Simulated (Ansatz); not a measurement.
# ZrS (Fm-3m) in Ansatz: a series of runs

The runs below take ZrS through band structure, with PBEsol.

All numbers are computed with Ansatz 0.2.0; they aren't measurements. Logs are shortened: lines on timing, memory, paths and dates and some standing lists are left out, and cuts for length are marked.

## (1) The crystal as given

Symmetry: Fm-3m, No. 225, cubic system. The conventional cell has a = 5.250 Å, b = 5.250 Å, c = 5.250 Å, α = 90.00°, β = 90.00°, γ = 90.00°. Zr (site symmetry m-3m) has 6 S at 2.62 Å as nearest neighbours. S (site symmetry m-3m) is surrounded by 6 Zr at 2.62 Å.

## (2) Band structure, PBEsol

Contents of input.yaml:

```yaml
crystal:
  lattice:
    - [0.0, 2.625, 2.625]
    - [2.625, 0.0, 2.625]
    - [2.625, 2.625, 0.0]
  atoms:
    - { symbol: Zr, position: [0.0, 0.0, 0.0] }
    - { symbol: S, position: [0.5, 0.5, 0.5] }
kpoints:
  mp_grid: { grid: [9, 9, 9] }
  band_path:
    path:
      - [0.0, 0.0, 0.0]
      - [0.5, 0.0, 0.5]
      - [0.5, 0.25, 0.75]
      - [0.375, 0.375, 0.75]
      - [0.0, 0.0, 0.0]
      - [0.5, 0.5, 0.5]
      - [0.625, 0.25, 0.625]
      - [0.5, 0.25, 0.75]
    npoints: 6
scf:
  occupations: { method: fermi_dirac, width: 0.05 }
hamiltonian:
  xc: pbesol
  pseudopotentials: { kind: all_electron, lapw: { basis_error: 0.001 } }
output:
  forces: true
  stress: true
  eigenvalues: true
```

Potentials or basis: all-electron LAPW, scalar-relativistic.

Launch:

```console
ansatz run input.yaml --threads 1 --pin off --max-ram 3072MiB --backend cpu --events-out ev --progress --plain --runs-dir out
```

The program printed:

```text
Warning: RAYON_NUM_THREADS=1 ignored (pool sized by the plan → 1); use --threads N
LAPW: plane waves up to 7.453 Å⁻¹, error target 1.0e-3 eV per atom; small_component_spin mean_spin; S in spheres of 1.186 Å, 14 of its electrons in bands, Dirac shells []; Zr in spheres of 1.439 Å, 28 of its electrons in bands, Dirac shells [] (how accurate: hamiltonian.pseudopotentials.lapw.basis_error, Limitations)
Engine: ansatz 0.2.0, x86_64-unknown-linux-gnu
Pseudopotentials: kind: all_electron
Pseudopotential: Zr, LAPW, valence charge 28, lapw/all_electron/scalar/gaussian/Zr, Koelling and Harmon's equation, gaussian nucleus
Pseudopotential: S, LAPW, valence charge 14, lapw/all_electron/scalar/gaussian/S, Koelling and Harmon's equation, gaussian nucleus
Functional definition: PBEsol
  exchange = pbesol_x
  correlation = pbesol_c
Crystal: 2 atoms, lattice volume = 36.176 Å³
Basis set: ecut = 211.6451314277425 eV, 259 PW (Γ), exchange–correlation at level 2
Bands: 26, of which v1, the nominal top of the filled ones, is band 21 counted from 1 (20 counted from 0)
Symmetry: 48 space group operations
Space group: Fm-3m (ITA 225), of the structure as read, at distance tolerance 3.3e-5 Å
k-points: 35 of 729
Non-local potential: Zr, projectors of the file, none
Non-local potential: S, projectors of the file, none
Initial density: superposition of atomic densities (chi_scale 0.1, normalization cell, long waves kept (reshape's long-wave potential 0.00 eV rms))
Initial wavefunctions: plane waves of lowest kinetic energy (no species holds an atomic orbital)
Functional: x = pbesol(κ = 0.804, μ = 0.12345679012345678), c = pbesol(β = 0.046)
iter 1 solved again at ethr=8.80e-4 eV; its pass at ethr=1.00e-1 eV (dr2=3.70e-1 eV) is discarded
SCF iter   1: F=—  HF=-108720.624573 eV  |F-HF|=—  |Δ(HF+E_count)|=         —  Δρ=2.39e-2  dr2=3.70e-1  ethr=8.80e-4  ⟨swp⟩=2.1  Hψ=5804  notcnv=0
preconditioner: auto → Kerker (q_TF=auto, 2.797 Å⁻¹)  [metal: Δε(μ)=0.123 eV  Ē_g=9.606 eV  σ=0.050 eV  W_gap=0.50  n_scr=14 (ndim 8)  ℏωp=19.5 eV  f_vac=0.000  D(μ)=1.41/eV (n_scr^D=14)]
SCF iter   2: F=—  HF=-108720.499836 eV  |F-HF|=—  |Δ(HF+E_count)|=   1.25e-1  Δρ=1.19e-2  dr2=9.26e-2  ethr=8.80e-4  ⟨swp⟩=2.0  Hψ=2905  notcnv=0
SCF iter   3: F=—  HF=-108720.490982 eV  |F-HF|=—  |Δ(HF+E_count)|=   8.85e-3  Δρ=7.73e-3  dr2=4.10e-2  ethr=2.21e-4  ⟨swp⟩=2.0  Hψ=2748  notcnv=0
iter 4 solved again at ethr=9.25e-7 eV; its pass at ethr=9.77e-5 eV (dr2=3.89e-4 eV) is discarded
SCF iter   4: F=—  HF=-108720.486380 eV  |F-HF|=—  |Δ(HF+E_count)|=         —  Δρ=1.44e-3  dr2=3.90e-4  ethr=9.25e-7  ⟨swp⟩=2.0  Hψ=4613  notcnv=0
the basis was enlarged: its passes take 217.0 KiB over the memory plan, 1 of 1 planned eigensolver slots
SCF iter   5: F=—  HF=-108720.485596 eV  |F-HF|=—  |Δ(HF+E_count)|=   7.83e-4  Δρ=4.08e-4  dr2=3.50e-5  ethr=9.25e-7  ⟨swp⟩=2.5  Hψ=2769  notcnv=0
SCF iter   6: F=—  HF=-108720.485596 eV  |F-HF|=—  |Δ(HF+E_count)|=   2.94e-7  Δρ=1.69e-4  dr2=1.52e-5  ethr=8.34e-8  ⟨swp⟩=2.0  Hψ=2752  notcnv=0
SCF iter   7: F=—  HF=-108720.485594 eV  |F-HF|=—  |Δ(HF+E_count)|=   1.88e-6  Δρ=4.87e-5  dr2=9.66e-7  ethr=3.63e-8  ⟨swp⟩=2.0  Hψ=2752  notcnv=0
SCF iter   8: F=—  HF=-108720.485594 eV  |F-HF|=—  |Δ(HF+E_count)|=   3.36e-7  Δρ=1.67e-5  dr2=1.54e-7  ethr=2.30e-9  ⟨swp⟩=2.0  Hψ=2752  notcnv=0
SCF iter   9: F=-108720.485594 eV  HF=-108720.485594 eV  |F-HF|=1.11e-8  |Δ(HF+E_count)|=   8.06e-9  Δρ=5.37e-6  dr2=1.64e-8  ethr=3.68e-10  ⟨swp⟩=2.0  Hψ=2752  notcnv=0
SCF 1 converged in 9 iterations: F = -108720.485594 eV  dr2 = 1.64e-8
NSCF: frozen V_eff on 43 k-points
SCF converged after 9 iterations
Free energy (F): -108720.485594 eV
Harris-Foulkes:  -108720.485594 eV  (|F-HF|=1.11e-8)
Internal energy: -108720.473679 eV  (E = F + TS)
E sigma→0 (E₀):  -108720.479637 eV
Entropy (-TS):   -0.011914 eV (-5.957 meV/atom)
Fermi energy:    16.020276 eV
--- Per-component energies (eV) ---
  E_band       = -4560.832892
  E_kinetic    = 111972.540507
  E_xc         = -3737.579065
  E_electrostatic = -216955.435121  (all electrons and nuclei)
  E_smearing   = -0.011914  (= −TS)
  E_closure    = 0.000000  (closes the sum)
  E_atoms      = -108705.247569  (free atoms, spherical and without spin; not in F)
  Σ components = -108720.485594   (vs F -108720.485594, Δ=0.00e0)
  Basis errors (estimates in eV, not in F): energy 3.4e-4 per atom: plane waves 3.1e-4 (1.8e-4 summed), levels above the bands 2.4e-55, relativity 6.3e-9, radial functions 3.2e-5, core shells 3.1e-7; eigenvalues (radial functions only) 2.0e-6; not estimated: angular momenta, meshes, grids; target (lapw.basis_error) 1.0e-3; muffin-tin radii S 1.186 Å, Zr 1.439 Å
--- Forces (eV/Å), atoms counted from 1 ---
  atom   1  Zr    -0.00000000     0.00000000     0.00000000
  atom   2  S      0.00000000     0.00000000     0.00000000
  max |Σ_I F_I| component: 3.29e-31 eV/Å
--- Stress (GPa, compression-positive) ---
       -6.443770       0.000000      -0.000000
        0.000000      -6.443770      -0.000000
       -0.000000      -0.000000      -6.443770
  P = ⅓ Tr σ = -6.4438 GPa (-64.438 kbar)
--- Band table (eV; the first three rows and the last of 35) ---
  k-point 0: bands = ["-296.4947", "-296.4947", "-296.4947", "-190.9001", "-153.9258", "-153.9258", "-153.9132", "-153.9132", "-153.9132", "-135.9547", "-135.9547", "-135.9547", "-33.8117", "-11.8028", "-11.8028", "-11.8028", "0.2648", "12.5766", "12.5766", "12.5766", "14.7173", "14.7173", "14.7173", "15.3865", "15.3865", "17.8742"]
  k-point 1: bands = ["-296.4947", "-296.4947", "-296.4947", "-190.9001", "-153.9258", "-153.9258", "-153.9132", "-153.9132", "-153.9132", "-135.9547", "-135.9547", "-135.9547", "-33.8086", "-11.8454", "-11.8064", "-11.8064", "0.4202", "11.7182", "12.0239", "12.0239", "14.9777", "14.9777", "15.0179", "16.1604", "16.1604", "18.5677"]
  k-point 2: bands = ["-296.4947", "-296.4947", "-296.4947", "-190.9001", "-153.9258", "-153.9258", "-153.9132", "-153.9132", "-153.9132", "-135.9547", "-135.9547", "-135.9547", "-33.8009", "-11.9509", "-11.8156", "-11.8156", "0.8371", "10.2479", "11.1660", "11.1660", "15.4536", "15.6126", "15.6126", "17.7732", "17.7732", "19.9231"]
  k-point 34: bands = ["-296.4947", "-296.4947", "-296.4947", "-190.9001", "-153.9258", "-153.9258", "-153.9132", "-153.9132", "-153.9132", "-135.9547", "-135.9547", "-135.9547", "-33.7778", "-12.0192", "-11.9757", "-11.9134", "1.4340", "9.6936", "10.2762", "10.2937", "15.6510", "16.5860", "17.8484", "18.4150", "18.7098", "22.8755"]
```

It took 3.1 s on 1 thread of AMD EPYC 9R45 (Zen 5), shared host; peak memory 0.33 GiB.

What came out:

```yaml
Free_energy: -108720.4856 eV
Pressure: -6.4 GPa
Band_gap_along_the_path: none (metal or under the smearing width)
```

Levels at the corners of the path, in eV from the Fermi level:
```csv
point,band 18,band 19,band 20,band 21,band 22,band 23,band 24,band 25
Γ,-3.44,-3.44,-3.44,-1.30,-1.30,-1.30,-0.63,-0.63
X,-6.19,-4.39,-4.39,-3.39,0.55,2.42,2.42,2.81
W,-6.05,-5.85,-5.85,0.08,0.08,1.81,2.40,2.44
K,-6.24,-6.06,-5.21,-1.42,1.83,2.03,2.46,2.57
Γ,-3.44,-3.44,-3.44,-1.30,-1.30,-1.30,-0.63,-0.63
L,-7.96,-5.89,-5.89,1.52,1.52,1.83,1.93,5.67
U,-6.24,-6.06,-5.21,-1.42,1.83,2.03,2.46,2.57
W,-6.05,-5.85,-5.85,0.08,0.08,1.81,2.40,2.44
```

## (3) Band structure, PBEsol

Changes to input.yaml since step 2:

```diff
@@ -25,3 +25,6 @@
   xc: pbesol
-  pseudopotentials: { kind: all_electron, lapw: { basis_error: 0.001 } }
+  pseudopotentials:
+    kind: all_electron
+    lapw: { basis_error: 0.001 }
+    relativity: none
 output:
```

Potentials or basis: all-electron LAPW, non-relativistic.

Launch:

```console
ansatz run input.yaml --threads 1 --pin off --max-ram 3072MiB --backend cpu --events-out ev --progress --plain --runs-dir out
```

The program printed:

```text
Warning: RAYON_NUM_THREADS=1 ignored (pool sized by the plan → 1); use --threads N
LAPW: plane waves up to 7.468 Å⁻¹, error target 1.0e-3 eV per atom; S in spheres of 1.183 Å, 14 of its electrons in bands, Dirac shells []; Zr in spheres of 1.442 Å, 28 of its electrons in bands, Dirac shells [] (how accurate: hamiltonian.pseudopotentials.lapw.basis_error, Limitations)
Engine: ansatz 0.2.0, x86_64-unknown-linux-gnu
Pseudopotentials: kind: all_electron
Pseudopotential: Zr, LAPW, valence charge 28, lapw/all_electron/none/Zr, Schrödinger's equation, point nucleus
Pseudopotential: S, LAPW, valence charge 14, lapw/all_electron/none/S, Schrödinger's equation, point nucleus
Functional definition: PBEsol
  exchange = pbesol_x
  correlation = pbesol_c
Crystal: 2 atoms, lattice volume = 36.176 Å³
Basis set: ecut = 212.4841043574437 eV, 259 PW (Γ), exchange–correlation at level 2
Bands: 26, of which v1, the nominal top of the filled ones, is band 21 counted from 1 (20 counted from 0)
Symmetry: 48 space group operations
Space group: Fm-3m (ITA 225), of the structure as read, at distance tolerance 3.3e-5 Å
k-points: 35 of 729
Non-local potential: Zr, projectors of the file, none
Non-local potential: S, projectors of the file, none
Initial density: superposition of atomic densities (chi_scale 0.1, normalization cell, long waves kept (reshape's long-wave potential 0.00 eV rms))
Initial wavefunctions: plane waves of lowest kinetic energy (no species holds an atomic orbital)
Functional: x = pbesol(κ = 0.804, μ = 0.12345679012345678), c = pbesol(β = 0.046)
iter 1 solved again at ethr=7.55e-4 eV; its pass at ethr=1.00e-1 eV (dr2=3.17e-1 eV) is discarded
SCF iter   1: F=—  HF=-107113.496232 eV  |F-HF|=—  |Δ(HF+E_count)|=         —  Δρ=2.22e-2  dr2=3.18e-1  ethr=7.55e-4  ⟨swp⟩=2.3  Hψ=5814  notcnv=0
preconditioner: auto → Kerker (q_TF=auto, 2.797 Å⁻¹)  [metal: Δε(μ)=0.108 eV  Ē_g=9.465 eV  σ=0.050 eV  W_gap=0.47  n_scr=14 (ndim 8)  ℏωp=19.5 eV  f_vac=0.000  D(μ)=1.39/eV (n_scr^D=14)]
SCF iter   2: F=—  HF=-107113.390266 eV  |F-HF|=—  |Δ(HF+E_count)|=   1.06e-1  Δρ=1.10e-2  dr2=7.79e-2  ethr=7.55e-4  ⟨swp⟩=2.0  Hψ=2905  notcnv=0
SCF iter   3: F=—  HF=-107113.383900 eV  |F-HF|=—  |Δ(HF+E_count)|=   6.37e-3  Δρ=7.43e-3  dr2=3.70e-2  ethr=1.86e-4  ⟨swp⟩=2.0  Hψ=2754  notcnv=0
iter 4 solved again at ethr=1.05e-6 eV; its pass at ethr=8.81e-5 eV (dr2=4.41e-4 eV) is discarded
SCF iter   4: F=—  HF=-107113.379666 eV  |F-HF|=—  |Δ(HF+E_count)|=         —  Δρ=1.42e-3  dr2=4.43e-4  ethr=1.05e-6  ⟨swp⟩=2.0  Hψ=4604  notcnv=0
the basis was enlarged: its passes take 206.2 KiB over the memory plan, 1 of 1 planned eigensolver slots
SCF iter   5: F=—  HF=-107113.378977 eV  |F-HF|=—  |Δ(HF+E_count)|=   6.89e-4  Δρ=3.69e-4  dr2=2.60e-5  ethr=1.05e-6  ⟨swp⟩=2.1  Hψ=2759  notcnv=0
SCF iter   6: F=—  HF=-107113.378970 eV  |F-HF|=—  |Δ(HF+E_count)|=   7.82e-6  Δρ=1.44e-4  dr2=9.41e-6  ethr=6.20e-8  ⟨swp⟩=2.1  Hψ=2758  notcnv=0
SCF iter   7: F=—  HF=-107113.378969 eV  |F-HF|=—  |Δ(HF+E_count)|=   8.31e-7  Δρ=3.35e-5  dr2=4.67e-7  ethr=2.24e-8  ⟨swp⟩=2.0  Hψ=2755  notcnv=0
SCF iter   8: F=-107113.378969 eV  HF=-107113.378969 eV  |F-HF|=2.26e-8  |Δ(HF+E_count)|=   3.36e-8  Δρ=1.02e-5  dr2=5.62e-8  ethr=1.11e-9  ⟨swp⟩=2.0  Hψ=2755  notcnv=0
SCF 1 converged in 8 iterations: F = -107113.378969 eV  dr2 = 5.62e-8
NSCF: frozen V_eff on 43 k-points
SCF converged after 8 iterations
Free energy (F): -107113.378969 eV
Harris-Foulkes:  -107113.378969 eV  (|F-HF|=2.26e-8)
Internal energy: -107113.366565 eV  (E = F + TS)
E sigma→0 (E₀):  -107113.372767 eV
Entropy (-TS):   -0.012404 eV (-6.202 meV/atom)
Fermi energy:    15.951246 eV
--- Per-component energies (eV) ---
  E_band       = -4554.067202
  E_kinetic    = 107038.187555
  E_xc         = -3681.196918
  E_electrostatic = -210470.357201  (all electrons and nuclei)
  E_smearing   = -0.012404  (= −TS)
  E_closure    = 0.000000  (closes the sum)
  E_atoms      = -107097.889928  (free atoms, spherical and without spin; not in F)
  Σ components = -107113.378969   (vs F -107113.378969, Δ=0.00e0)
  Basis errors (estimates in eV, not in F): energy 3.4e-4 per atom: plane waves 3.0e-4 (1.7e-4 summed), levels above the bands 1.7e-55, relativity 0.0e0, radial functions 4.0e-5, core shells 5.2e-7; eigenvalues (radial functions only) 2.1e-6; not estimated: angular momenta, meshes, grids; target (lapw.basis_error) 1.0e-3; muffin-tin radii S 1.183 Å, Zr 1.442 Å
--- Forces (eV/Å), atoms counted from 1 ---
  atom   1  Zr    -0.00000000     0.00000000     0.00000000
  atom   2  S      0.00000000    -0.00000000    -0.00000000
  max |Σ_I F_I| component: 1.22e-30 eV/Å
--- Stress (GPa, compression-positive) ---
       -5.527127       0.000000      -0.000000
        0.000000      -5.527127       0.000000
       -0.000000       0.000000      -5.527127
  P = ⅓ Tr σ = -5.5271 GPa (-55.271 kbar)
--- Band table (eV; the first three rows and the last of 35) ---
  k-point 0: bands = ["-292.4301", "-292.4301", "-292.4301", "-189.6045", "-156.8345", "-156.8345", "-156.8218", "-156.8218", "-156.8218", "-135.9237", "-135.9237", "-135.9237", "-31.2567", "-11.3030", "-11.3030", "-11.3030", "0.4925", "12.6207", "12.6207", "12.6207", "14.6335", "14.6335", "14.6335", "15.2709", "15.2709", "18.2670"]
  k-point 1: bands = ["-292.4301", "-292.4301", "-292.4301", "-189.6045", "-156.8345", "-156.8345", "-156.8218", "-156.8218", "-156.8218", "-135.9237", "-135.9237", "-135.9237", "-31.2526", "-11.3486", "-11.3068", "-11.3068", "0.6450", "11.7868", "12.0445", "12.0445", "14.8900", "14.8900", "14.9572", "16.0669", "16.0669", "18.9129"]
  k-point 2: bands = ["-292.4301", "-292.4301", "-292.4301", "-189.6045", "-156.8345", "-156.8345", "-156.8218", "-156.8218", "-156.8218", "-135.9237", "-135.9237", "-135.9237", "-31.2423", "-11.4616", "-11.3165", "-11.3165", "1.0526", "10.3564", "11.1706", "11.1706", "15.4307", "15.5133", "15.5133", "17.6892", "17.6892", "20.1538"]
  k-point 34: bands = ["-292.4301", "-292.4301", "-292.4301", "-189.6045", "-156.8345", "-156.8345", "-156.8218", "-156.8218", "-156.8218", "-135.9237", "-135.9237", "-135.9237", "-31.2114", "-11.5338", "-11.4872", "-11.4210", "1.5858", "9.8003", "10.3325", "10.3682", "15.5873", "16.5034", "17.8696", "18.2191", "18.6302", "23.0408"]
```

bands.tsv:

```text
# k_distance	band_0	band_1	band_2	band_3	band_4	band_5	band_6	band_7	band_8	band_9	band_10	band_11	band_12	band_13	band_14	band_15	band_16	band_17	band_18	band_19	band_20	band_21	band_22	band_23	band_24	band_25
[... 54 lines left out ...]
5.609675	-308.381392	-308.381392	-308.381392	-205.555722	-172.785793	-172.785793	-172.773076	-172.773076	-172.773075	-151.874983	-151.874982	-151.874982	-47.161894	-27.468641	-27.449741	-27.384315	-14.379339	-5.923525	-5.759495	-5.594523	-0.267817	0.421959	1.987472	2.297838	2.355515	7.520737
5.680197	-308.381392	-308.381392	-308.381392	-205.555721	-172.785793	-172.785793	-172.773076	-172.773076	-172.773075	-151.874983	-151.874982	-151.874982	-47.161808	-27.457864	-27.457864	-27.387997	-14.377483	-5.897768	-5.696617	-5.696617	0.078927	0.078927	1.981561	2.304385	2.318756	7.913513
```

It took 3 s on 1 thread of AMD EPYC 9R45 (Zen 5), shared host; peak memory 0.33 GiB.

Results:

| Quantity | Value |
| --- | --- |
| Free energy | -107113.3790 eV |
| Pressure | -5.5 GPa |
| Band gap along the path | none (metal or under the smearing width) |

Levels at the corners of the path, in eV from the Fermi level:
| point | band 18 | band 19 | band 20 | band 21 | band 22 | band 23 | band 24 | band 25 |
| --- | --- | --- | --- | --- | --- | --- | --- | --- |
| Γ | -3.33 | -3.33 | -3.33 | -1.32 | -1.32 | -1.32 | -0.68 | -0.68 |
| X | -6.01 | -4.25 | -4.25 | -3.36 | 0.47 | 2.29 | 2.29 | 3.02 |
| W | -5.90 | -5.70 | -5.70 | 0.08 | 0.08 | 1.98 | 2.30 | 2.32 |
| K | -6.06 | -5.90 | -5.12 | -1.38 | 1.72 | 1.95 | 2.52 | 2.53 |
| Γ | -3.33 | -3.33 | -3.33 | -1.32 | -1.32 | -1.32 | -0.68 | -0.68 |
| L | -7.72 | -5.83 | -5.83 | 1.43 | 1.43 | 1.81 | 2.11 | 5.55 |
| U | -6.06 | -5.90 | -5.12 | -1.38 | 1.72 | 1.95 | 2.52 | 2.53 |
| W | -5.90 | -5.70 | -5.70 | 0.08 | 0.08 | 1.98 | 2.30 | 2.32 |

Caveat: relativity is left out, which matters for the heavier elements.
